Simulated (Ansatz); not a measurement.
A run of Ansatz 0.2.0 is set up as follows.

File input.yaml:

```yaml
crystal:
  lattice:
    - [0.0, 2.365, 2.365]
    - [2.365, 0.0, 2.365]
    - [2.365, 2.365, 0.0]
  atoms:
    - { symbol: Zr, position: [0.5, 0.5, 0.5] }
    - { symbol: C, position: [0.0, 0.0, 0.0] }
kpoints:
  mp_grid: { grid: [10, 10, 10] }
scf:
  occupations: { method: fermi_dirac, width: 0.05 }
hamiltonian:
  xc: pbesol
  pseudopotentials: { kind: all_electron, lapw: { basis_error: 0.001 } }
  hubbard:
    sites: [{ species: Zr, l: d, u_eff: 8 }]
    double_counting: fll
    projectors: ortho-atomic
output:
  forces: true
  stress: true
  eigenvalues: true
  dos: { projected: false, de: 0.1, e_range: [-14, 8] }
  hubbard: {}
```

Potentials or basis: all-electron LAPW, scalar-relativistic.

Command:

```console
$ ansatz run input.yaml --threads 1 --pin off --max-ram 3072MiB --backend cpu --events-out ev --progress --plain --runs-dir out
```

Q: What does it give for the band gap on the k mesh?

A: None (metal or under the smearing width).

Q: What does it give for the pressure?

A: 5.6 GPa.

States per cell in windows of 0.5 eV (zero at the Fermi level; states under -8 eV left out):
```
from (eV)  total
     -8.0   0.00
     -7.5   0.00
     -7.0   0.00
     -6.5   0.00
     -6.0   0.00
     -5.5   0.05
     -5.0   0.26
     -4.5   0.69
     -4.0   0.51
     -3.5   0.57
     -3.0   1.54
     -2.5   1.05
     -2.0   0.67
     -1.5   0.42
     -1.0   0.19
     -0.5   0.06
      0.0   0.06
      0.5   0.11
      1.0   0.18
      1.5   0.25
      2.0   0.35
      2.5   0.48
      3.0   0.57
      3.5   0.63
      4.0   0.77
      4.5   1.03
      5.0   1.06
      5.5   1.13
      6.0   1.03
      6.5   0.33
```

Caveat: U without spin polarisation on a metal has little footing; the U is typed as a test and isn't derived for this compound.
